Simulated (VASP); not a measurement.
# CO in VASP: a series of runs

Aim: see how the results for CO move with the level of theory and the settings. Levels: PBE+D3(BJ), PBE. Tasks: relaxation of the atoms, single point.

All numbers are computed with VASP 6.6.1; they aren't measurements. Logs are shortened: lines on timing, memory, paths and dates and some standing lists are left out, and cuts for length are marked.

## (1) Starting point

The cell holds a molecule in a box, 2 atoms: a = 11.466 Å, b = 11.966 Å, c = 12.466 Å, α = 90.00°, β = 90.00°, γ = 90.00°.

## (2) Relaxation of the atoms, PBE+D3(BJ)

INCAR reads:

```
SYSTEM = CO
PREC = Accurate
ENCUT = 400
EDIFF = 1E-6
ISMEAR = 0
SIGMA = 0.01
LREAL = .FALSE.
LASPH = .TRUE.
NELM = 100
ALGO = Normal
ISIF = 2
LWAVE = .FALSE.
LCHARG = .FALSE.
GGA = PE
IVDW = 12
IBRION = 2
NSW = 120
EDIFFG = -0.03
ISYM = 0
```

KPOINTS reads:

```
Automatic mesh
0
G
  1 1 1
  0 0 0
```

POSCAR reads:

```
CO
1.0
   11.4664208122      0.0000000000      0.0000000000
    0.0000000000     11.9664208122      0.0000000000
    0.0000000000      0.0000000000     12.4664208122
C O
1 1
Selective dynamics
Direct
    0.5219830803      0.5161969978      0.4612390426  F F F
    0.4780169197      0.4921597198      0.5387609574  T T T
```

Potentials or basis: VASP PAW PBE potentials, release 64 (C, O).

Run with:

```sh
> cat potpaw_PBE.64/C/POTCAR potpaw_PBE.64/O/POTCAR > POTCAR
> mpirun -np 4 vasp_gam > vasp.out
```

OUTCAR:

```text
SYSTEM = CO
   PREC = Accurate
   ENCUT = 400
   EDIFF = 1E-6
   ISMEAR = 0
   LREAL = .FALSE.
   LASPH = .TRUE.
   NELM = 100
   ISIF = 2
   GGA = PE
   IVDW = 12
   IBRION = 2
   NSW = 120
   EDIFFG = -0.03
   ISYM = 0
 IVDW          = 12

 ion  position               nearest neighbor table
   1  0.522  0.516  0.461-   2 1.13
   2  0.478  0.492  0.539-   1 1.13

IMPORTANT INFORMATION: All symmetrisations will be switched off!
NOSYMM: (Re-)initialisation of all symmetry stuff for point group C_1.

----------------------------------------------------------------------------------------

                                     Primitive cell

  volume of cell :    1710.5427

  direct lattice vectors                    reciprocal lattice vectors
    11.466420812  0.000000000  0.000000000     0.087211172  0.000000000  0.000000000
     0.000000000 11.966420812  0.000000000     0.000000000  0.083567176  0.000000000
     0.000000000  0.000000000 12.466420812     0.000000000  0.000000000  0.080215486

  length of vectors
    11.466420812 11.966420812 12.466420812     0.087211172  0.083567176  0.080215486

  position of ions in fractional coordinates (direct lattice)
     0.521983080  0.516196998  0.461239043
     0.478016920  0.492159720  0.538760957

  ion indices of the primitive-cell ions
   primitive index   ion index
                 1           1
                 2           2

----------------------------------------------------------------------------------------

 KPOINTS: Automatic mesh

Automatic generation of k-mesh.
 Grid dimensions read from file:
 generate k-points for:    1    1    1

 Generating k-lattice:

  Cartesian coordinates                     Fractional coordinates (reciprocal lattice)
     0.087211172  0.000000000  0.000000000     1.000000000  0.000000000  0.000000000
     0.000000000  0.083567176  0.000000000     0.000000000  1.000000000  0.000000000
     0.000000000  0.000000000  0.080215486     0.000000000  0.000000000  1.000000000

  Length of vectors
     0.087211172  0.083567176  0.080215486

  Shift w.r.t. Gamma in fractional coordinates (k-lattice)
     0.000000000  0.000000000  0.000000000

 Subroutine IBZKPT returns following result:
 ===========================================

 Found      1 irreducible k-points:

 Following reciprocal coordinates:
            Coordinates               Weight
  0.000000  0.000000  0.000000      1.000000
   k-points           NKPTS =      1   k-points in BZ     NKDIM =      1   number of bands    NBANDS=     12
   number of dos      NEDOS =    301   number of ions     NIONS =      2
   total plane-waves  NPLWV = 537600
   dimension x,y,z NGX =    80 NGY =   80 NGZ =   84
   dimension x,y,z NGXF=   160 NGYF=  160 NGZF=  168
   ions per type =               1   1
   NGX,Y,Z   is equivalent  to a cutoff of  11.60, 11.11, 11.20 a.u.
   NGXF,Y,Z  is equivalent  to a cutoff of  23.20, 22.23, 22.40 a.u.
 SYSTEM =  CO
   PREC   = accura    normal or accurate (medium, high low for compatibility)
   ISTART =      0    job   : 0-new  1-cont  2-samecut
   ICHARG =      2    charge: 1-file 2-atom 10-const
   ISPIN  =      1    spin polarized calculation?
   LNONCOLLINEAR =      F non collinear calculations
   LSORBIT =      F    spin-orbit coupling
   LASPH  =      T    aspherical Exc in radial PAW
   ENCUT  =  400.0 eV  29.40 Ry    5.42 a.u.  18.70 19.51 20.33*2*pi/ulx,y,z
   NELM   =    100;   NELMIN=  2; NELMDL= -5     # of ELM steps
   EDIFF  = 0.1E-05   stopping-criterion for ELM
   LREAL  =      F    real-space projection
   EDIFFG = -.3E-01   stopping-criterion for IOM
   NSW    =    120    number of steps for IOM
   IBRION =      2    ionic relax: 0-MD 1-quasi-New 2-CG
   NFREE  =      1    steps in history (QN), initial steepest desc. (CG)
   ISIF   =      2    stress and relaxation
   ISYM   =      0    0-nonsym 1-usesym 2-fastsym
   POTIM  = 0.5000    time-step for ionic-motion
   TEBEG  =    0.0;   TEEND  =   0.0 temperature during run
   PSTRESS=    0.0 pullay stress
   NELECT =      10.0000    total number of electrons
   NUPDOWN=      -1.0000    fix difference up-down
   EMIN   =  10.00;   EMAX   =-10.00  energy-range for DOS
   EFERMI =   0.00;   METHOD = LEGACY
   ISMEAR =     0;   SIGMA  =   0.01  broadening in eV -4-tet -1-fermi 0-gaus
   EFERMI_NEDOS =   21; number of points for ismear=-14 and -15
   IALGO  =     38    algorithm
   IMIX   =      4    mixing-type and parameters
     AMIX     =   0.40;   BMIX     =  1.00
     AMIX_MAG =   1.60;   BMIX_MAG =  1.00
  volume/ion in A,a.u.               =     855.27      5771.66
  Fermi-wavevector in a.u.,A,eV,Ry     =   0.294915  0.557309  1.183365  0.086975
  Thomas-Fermi vector in A             =   1.157983
   LORBIT       =      0    0 simple, 1 ext, 2 COOP (PROOUT), +10 PAW based schemes
   GGA     = PE    functional components
   LHFCALC =     F    Hartree Fock is set to
   AEXX    =    0.0000 exact exchange contribution
   IVDW    =    12    specifies the selected vdW correction
   LEPSILON=     F    determine dielectric tensor
   LRPA    =     F    only Hartree local field effects (RPA)
 conjugate gradient relaxation of ions
 non-spin polarized calculation
 Gauss-broadening in eV      SIGMA  =   0.01
  energy-cutoff  :      400.00
  volume of cell :     1710.54
 maximum number of plane-waves:     15554
 NGX is ok and might be reduce to    80
   NGX = 37   NGY = 39   NGZ = 41

--------------------------------------- Ionic step        1  -------------------------------------------

 number of electron      10.0000004 magnetization

 Free energy of the ion-electron system (eV)
  ---------------------------------------------------
  ext. energy  EPLUGINS =         0.00000000
  ---------------------------------------------------
  free energy    TOTEN  =       -14.79615446 eV

  energy without entropy =      -14.79615446  energy(sigma->0) =      -14.79615446

------------------------ aborting loop because EDIFF is reached ----------------------------------------

 Edisp (eV)   -0.01127

 E8    (eV) :    -0.0034

  FORCE on cell =-STRESS in cart. coord.  units (eV):
  Direction    XX          YY          ZZ          XY          YZ          ZX
  --------------------------------------------------------------------------------------
  -------------------------------------------------------------------------------------
  Total      -0.33613    -0.64671     0.84360     0.25304    -0.48342    -0.84869
  in kB      -0.31483    -0.60574     0.79015     0.23701    -0.45280    -0.79493
  external pressure =       -0.04 kB  Pullay stress =        0.00 kB

 VOLUME and BASIS-vectors are now :
 -----------------------------------------------------------------------------
  energy-cutoff  :      400.00
  volume of cell :     1710.54
      direct lattice vectors                 reciprocal lattice vectors
    11.466420812  0.000000000  0.000000000     0.087211172  0.000000000  0.000000000
     0.000000000 11.966420812  0.000000000     0.000000000  0.083567176  0.000000000
     0.000000000  0.000000000 12.466420812     0.000000000  0.000000000  0.080215486

 POSITION                                       TOTAL-FORCE (eV/Angst)
 -----------------------------------------------------------------------------------
      5.98528      6.17703      5.75000         0.870815      0.492963     -1.667473
      5.48114      5.88939      6.71642        -0.870815     -0.492963      1.667473
 -----------------------------------------------------------------------------------
    total drift:                                0.000129     -0.000419     -0.000236

  FREE ENERGIE OF THE ION-ELECTRON SYSTEM (eV)
  ---------------------------------------------------
  free  energy   TOTEN  =       -14.8074268949 eV

  energy  without entropy=      -14.8074268949  energy(sigma->0) =      -14.80742689

--------------------------------------- Ionic step        2  -------------------------------------------

 number of electron      10.0000009 magnetization

------------------------ aborting loop because EDIFF is reached ----------------------------------------

 Edisp (eV)   -0.01127

 E8    (eV) :    -0.0034

  FORCE on cell =-STRESS in cart. coord.  units (eV):
  Direction    XX          YY          ZZ          XY          YZ          ZX
  --------------------------------------------------------------------------------------
  -------------------------------------------------------------------------------------
  Total      -2.41191    -1.32914    -6.75299    -0.92509     1.77345     3.10915
  in kB      -2.25911    -1.24494    -6.32518    -0.86648     1.66110     2.91218
  external pressure =       -3.28 kB  Pullay stress =        0.00 kB

 VOLUME and BASIS-vectors are now :
 -----------------------------------------------------------------------------
  energy-cutoff  :      400.00
  volume of cell :     1710.54
      direct lattice vectors                 reciprocal lattice vectors
    11.466420812  0.000000000  0.000000000     0.087211172  0.000000000  0.000000000
     0.000000000 11.966420812  0.000000000     0.000000000  0.083567176  0.000000000
     0.000000000  0.000000000 12.466420812     0.000000000  0.000000000  0.080215486

 POSITION                                       TOTAL-FORCE (eV/Angst)
 -----------------------------------------------------------------------------------
      5.98528      6.17703      5.75000        -3.001221     -1.714884      5.754954
      5.43913      5.86561      6.79686         3.001221      1.714884     -5.754954
 -----------------------------------------------------------------------------------
    total drift:                                0.000219      0.000316     -0.000739

  FREE ENERGIE OF THE ION-ELECTRON SYSTEM (eV)
  ---------------------------------------------------
  free  energy   TOTEN  =       -14.5368741014 eV

  energy  without entropy=      -14.5368741014  energy(sigma->0) =      -14.53687410

--------------------------------------- Ionic step        3  -------------------------------------------

 number of electron      10.0000001 magnetization

 Free energy of the ion-electron system (eV)
  ---------------------------------------------------
  ext. energy  EPLUGINS =         0.00000000
  ---------------------------------------------------
  free energy    TOTEN  =       -14.81153797 eV

  energy without entropy =      -14.81153797  energy(sigma->0) =      -14.81153797

 E-fermi :  -8.9268     XC(G=0):  -0.3970

 val. band max:       -8.9971399538   @ k =   0.0000   0.0000   0.0000
 cond. band min:      -2.0763844030   @ k =   0.0000   0.0000   0.0000
 fundamental gap:      6.9207555507
 Fermi energy:        -8.9268017170

 k-point     1 :       0.0000    0.0000    0.0000
  band No.  band energies     occupation
      1     -29.1903      2.00000
      2     -13.9921      2.00000
      3     -11.6718      2.00000
      4     -11.6715      2.00000
      5      -8.9971      2.00000
      6      -2.0764      0.00000
      7      -2.0761      0.00000
      8      -0.1780      0.00000
      9       0.6729      0.00000
     10       0.8058      0.00000
     11       0.8317      0.00000
     12       0.9077      0.00000

------------------------ aborting loop because EDIFF is reached ----------------------------------------

 Edisp (eV)   -0.01127

 E8    (eV) :    -0.0034

  FORCE on cell =-STRESS in cart. coord.  units (eV):
  Direction    XX          YY          ZZ          XY          YZ          ZX
  --------------------------------------------------------------------------------------
  -------------------------------------------------------------------------------------
  Total      -0.78062    -0.79277    -0.78610     0.00011     0.00095     0.00034
  in kB      -0.73117    -0.74254    -0.73629     0.00010     0.00089     0.00032
  external pressure =       -0.74 kB  Pullay stress =        0.00 kB

 VOLUME and BASIS-vectors are now :
 -----------------------------------------------------------------------------
  energy-cutoff  :      400.00
  volume of cell :     1710.54
      direct lattice vectors                 reciprocal lattice vectors
    11.466420812  0.000000000  0.000000000     0.087211172  0.000000000  0.000000000
     0.000000000 11.966420812  0.000000000     0.000000000  0.083567176  0.000000000
     0.000000000  0.000000000 12.466420812     0.000000000  0.000000000  0.080215486

 POSITION                                       TOTAL-FORCE (eV/Angst)
 -----------------------------------------------------------------------------------
      5.98528      6.17703      5.75000        -0.010816     -0.009852      0.023619
      5.47380      5.88524      6.73047         0.010816      0.009852     -0.023619
 -----------------------------------------------------------------------------------
    total drift:                               -0.000233     -0.000792     -0.001575

  FREE ENERGIE OF THE ION-ELECTRON SYSTEM (eV)
  ---------------------------------------------------
  free  energy   TOTEN  =       -14.8228095815 eV

  energy  without entropy=      -14.8228095815  energy(sigma->0) =      -14.82280958

 reached required accuracy - stopping structural energy minimisation
```

Run time: 66 s. Hardware: 4 MPI ranks of Intel Xeon Platinum 8559C (Emerald Rapids), shared host; peak memory 0.37 GiB.

Results:

```
Free energy                     : -14.8228 eV
Energy gained by relaxing       : 7.7 meV/atom
Ionic steps                     : 3
Gap between the frontier levels : 6.92 eV
Dispersion energy per atom      : -0.006 eV
```

The path:
```
step  energy change (eV)  largest force (eV/Å)  pressure (GPa)
   1              0.0000                1.9447            0.00
   2              0.2706                6.7132           -0.33
   3             -0.0154                0.0278           -0.07
```

Final structure:
```xyz
2
Lattice="11.4664 0.0000 0.0000 0.0000 11.9664 0.0000 0.0000 0.0000 12.4664" Properties=species:S:1:pos:R:3 pbc="T T T"
C     5.9853    6.1770    5.7500
O     5.4738    5.8852    6.7305
```

Caveat: the cutoff is under 1.25 times the usual one of these potentials, so pressure, stress and relaxed cells hold a basis-set (Pulay) error; the standard files for N, O and F lose accuracy on very short bonds.

## (3) Single point, PBE

INCAR: that of step 2 with these lines changed.

```diff
@@ -14,6 +14,3 @@
 GGA = PE
-IVDW = 12
-IBRION = 2
-NSW = 120
-EDIFFG = -0.03
+NBANDS = 12
 ISYM = 0
```

KPOINTS is that of step 2.

POSCAR reads:

```
CO                                      
1.0
   11.4664208122      0.0000000000      0.0000000000
    0.0000000000     11.9664208122      0.0000000000
    0.0000000000      0.0000000000     12.4664208122
  C               O             
     1     1
Selective dynamics
Direct
     0.5219830802999965    0.5161969978000016    0.4612390425999990   F   F   F
     0.4773768654687762    0.4918125284690365    0.5398882483994512   T   T   T
```

Potentials or basis: VASP PAW PBE potentials, release 64 (C, O).

Run with:

```sh
> cat potpaw_PBE.64/C/POTCAR potpaw_PBE.64/O/POTCAR > POTCAR
> mpirun -np 4 vasp_gam > vasp.out
```

OUTCAR:

```text
SYSTEM = CO
   PREC = Accurate
   ENCUT = 400
   EDIFF = 1E-6
   ISMEAR = 0
   LREAL = .FALSE.
   LASPH = .TRUE.
   NELM = 100
   ISIF = 2
   GGA = PE
   ISYM = 0

 ion  position               nearest neighbor table
   1  0.522  0.516  0.461-   2 1.14
   2  0.477  0.492  0.540-   1 1.14

IMPORTANT INFORMATION: All symmetrisations will be switched off!
NOSYMM: (Re-)initialisation of all symmetry stuff for point group C_1.

----------------------------------------------------------------------------------------

                                     Primitive cell

  volume of cell :    1710.5427

  direct lattice vectors                    reciprocal lattice vectors
    11.466420812  0.000000000  0.000000000     0.087211172  0.000000000  0.000000000
     0.000000000 11.966420812  0.000000000     0.000000000  0.083567176  0.000000000
     0.000000000  0.000000000 12.466420812     0.000000000  0.000000000  0.080215486

  length of vectors
    11.466420812 11.966420812 12.466420812     0.087211172  0.083567176  0.080215486

  position of ions in fractional coordinates (direct lattice)
     0.521983080  0.516196998  0.461239043
[... 103 lines left out ...]

 E-fermi :  -8.9264     XC(G=0):  -0.3973

 val. band max:       -8.9971311648   @ k =   0.0000   0.0000   0.0000
 cond. band min:      -2.0763720239   @ k =   0.0000   0.0000   0.0000
 fundamental gap:      6.9207591408
 Fermi energy:        -8.9264159442

 k-point     1 :       0.0000    0.0000    0.0000
  band No.  band energies     occupation
      1     -29.1903      2.00000
      2     -13.9921      2.00000
      3     -11.6718      2.00000
      4     -11.6715      2.00000
      5      -8.9971      2.00000
      6      -2.0764      0.00000
      7      -2.0761      0.00000
      8      -0.1787      0.00000
      9       0.6736      0.00000
     10       0.8045      0.00000
     11       0.8310      0.00000
     12       0.9083      0.00000

------------------------ aborting loop because EDIFF is reached ----------------------------------------

  FORCE on cell =-STRESS in cart. coord.  units (eV):
  Direction    XX          YY          ZZ          XY          YZ          ZX
  --------------------------------------------------------------------------------------
  -------------------------------------------------------------------------------------
  Total       -0.7804835     -0.7926808     -0.7859715      0.0001119      0.0009318      0.0003100
  in kB       -0.7310387     -0.7424633     -0.7361790      0.0001048      0.0008728      0.0002904
  external PRESSURE =      -0.7365604 kB  Pullay stress =       0.0000000 kB

 VOLUME and BASIS-vectors are now :
 -----------------------------------------------------------------------------
  energy-cutoff  :      400.00
  volume of cell :     1710.54
      direct lattice vectors                 reciprocal lattice vectors
    11.466420812  0.000000000  0.000000000     0.087211172  0.000000000  0.000000000
     0.000000000 11.966420812  0.000000000     0.000000000  0.083567176  0.000000000
     0.000000000  0.000000000 12.466420812     0.000000000  0.000000000  0.080215486

 POSITION                                       TOTAL-FORCE (eV/Angst)
 -----------------------------------------------------------------------------------
      5.98528      6.17703      5.75000        -0.010790     -0.009835      0.023566
      5.47380      5.88524      6.73047         0.010790      0.009835     -0.023566
 -----------------------------------------------------------------------------------
    total drift:                               -0.000231     -0.000781     -0.001574

  FREE ENERGIE OF THE ION-ELECTRON SYSTEM (eV)
  ---------------------------------------------------
  free  energy   TOTEN  =       -14.8115377972 eV

  energy  without entropy=      -14.8115377972  energy(sigma->0) =      -14.81153780
```

OSZICAR:

```text
N       E                     dE             d eps       ncg     rms          rms(c)
DAV:   1     0.981023627792E+02    0.98102E+02   -0.19769E+03    32   0.342E+02
DAV:   2     0.325069034767E+02   -0.65595E+02   -0.64446E+02    36   0.859E+01
DAV:   3    -0.102852522787E+02   -0.42792E+02   -0.42349E+02    40   0.619E+01
[... 13 lines left out ...]
DAV:  17    -0.148115226736E+02   -0.28640E-04   -0.12856E-06    32   0.458E-03    0.116E-03
DAV:  18    -0.148115325350E+02   -0.98613E-05   -0.26377E-07    28   0.246E-03    0.260E-04
DAV:  19    -0.148115355446E+02   -0.30097E-05   -0.44756E-08    32   0.997E-04    0.265E-04
DAV:  20    -0.148115372037E+02   -0.16590E-05   -0.21088E-08    32   0.654E-04    0.593E-05
DAV:  21    -0.148115377972E+02   -0.59351E-06   -0.51799E-09    24   0.361E-04
   1 F= -.14811538E+02 E0= -.14811538E+02  d E =-.108121E-23
```

stdout:

```text
POSCAR found type information on POSCAR C O
 POSCAR found :  2 types and       2 ions
 scaLAPACK will be used
 LDA part: xc-table for (Slater+PW92), standard interpolation
 POSCAR, INCAR and KPOINTS ok, starting setup
 FFT: planning ... GRIDC
 FFT: planning ... GRID_SOFT
 FFT: planning ... GRID
 WAVECAR not read
 entering main loop
```

It took 25 s on 4 MPI ranks of Intel Xeon Platinum 8559C (Emerald Rapids), shared host; peak memory 0.35 GiB.

What came out:

| Item | Value |
| --- | --- |
| Free energy | -14.8115 eV |
| Largest force | 0.028 eV/Å |
| Gap between the frontier levels | 6.92 eV |

Forces in eV/Å, atoms in the order of the input:
```
C   -0.011 -0.010  0.024
O    0.011  0.010 -0.024
```

Caveat: the cutoff is under 1.25 times the usual one of these potentials, so pressure, stress and relaxed cells hold a basis-set (Pulay) error; the standard files for N, O and F lose accuracy on very short bonds.
